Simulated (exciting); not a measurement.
MgS:

```
S Mg
1.0
     0.00000    2.83312    2.83312
     2.83312    0.00000    2.83312
     2.83312    2.83312    0.00000
S Mg
1 1
Cartesian
  1.4166 1.4166 1.4166
  0.0000 0.0000 0.0000
```

The cell comes from a database or a generator and needn't be the stable form of this composition.

Base run:

```yaml
Program: exciting (release sodium)
Functional: PBEsol
Potentials_or_basis: all-electron LAPW+lo, shipped species files, valence relativity iora*
rgkmax: 7.5
k_mesh: 8 × 8 × 8
Occupations: fermi-dirac, width 0.05 eV
Spin: no spin polarisation
```

Its results: band gap on the k mesh 3.28 eV, direct.

Task: The run is repeated on the same cell with these changes: functional from PBEsol to LDA; occupations from fermi-dirac, width 0.05 eV to gaussian, width 0.02 eV. What comes out?

Result: Band gap on the k mesh 3.17 eV, direct.

A k mesh can miss the band edges.

Not every run made on this cell is shown here.
